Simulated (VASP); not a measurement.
Input of a VASP 6.6.1 run:

INCAR

```
ALGO = Normal
CSHIFT = 0.1
EDIFF = 1E-6
ENCUT = 520
GGA = PE
ISIF = 2
ISMEAR = 0
LASPH = T
LCHARG = F
LOPTICS = T
LREAL = F
LWAVE = F
NBANDS = 40
NEDOS = 1000
NELM = 100
PREC = Accurate
SIGMA = 0.02
```

Contents of KPOINTS:

```
k-points
0
Gamma
  10 10 10
```

Contents of POSCAR:

```
ZrC
1.0
    0.0000000000      2.3650000000      2.3650000000
    2.3650000000      0.0000000000      2.3650000000
    2.3650000000      2.3650000000      0.0000000000
Zr C
1 1
Direct
    0.5000000000      0.5000000000      0.5000000000
    0.0000000000      0.0000000000      0.0000000000
```

Potentials or basis: VASP PAW PBE potentials, release 64 (Zr_sv, C).

Run with:

```console
$ cat potpaw_PBE.64/Zr_sv/POTCAR potpaw_PBE.64/C/POTCAR > POTCAR
$ mpirun -np 1 vasp_std > vasp.out
```

**Question.** What does it give for the band gap on the k mesh?

**Answer.** None (metal or under the smearing width).

**Question.** Estimate the pressure.

**Answer.** -2.7 GPa.

Dielectric function (mean over the directions given):
```csv
energy (eV),real part,imaginary part
0.37,63.60,0.00
1.00,3.05,4.18
1.62,5.92,15.12
2.37,1.17,7.90
2.99,10.80,1.16
3.74,1.12,7.32
4.37,4.23,6.15
4.99,1.43,3.25
5.74,2.11,6.85
6.36,-0.51,9.96
7.11,-0.02,3.49
7.73,-2.37,10.68
8.36,-1.46,3.92
9.11,-0.56,2.54
9.73,-1.11,5.53
10.48,-3.77,5.81
11.10,-2.39,3.18
11.85,-1.59,1.83
12.47,-0.95,1.69
13.10,-0.57,1.50
13.85,-0.87,1.89
14.47,-0.04,1.39
15.22,-0.02,0.79
15.84,0.06,2.48
16.47,-0.70,2.05
17.21,-0.50,0.56
17.84,-0.46,0.85
18.59,-0.27,0.55
19.21,-0.10,0.36
19.96,0.19,0.39
```

Caveat: spectra need much finer meshes, so this one isn't converged; independent-particle spectra lack excitons; the intraband (Drude) part of a metal's response may be missing.
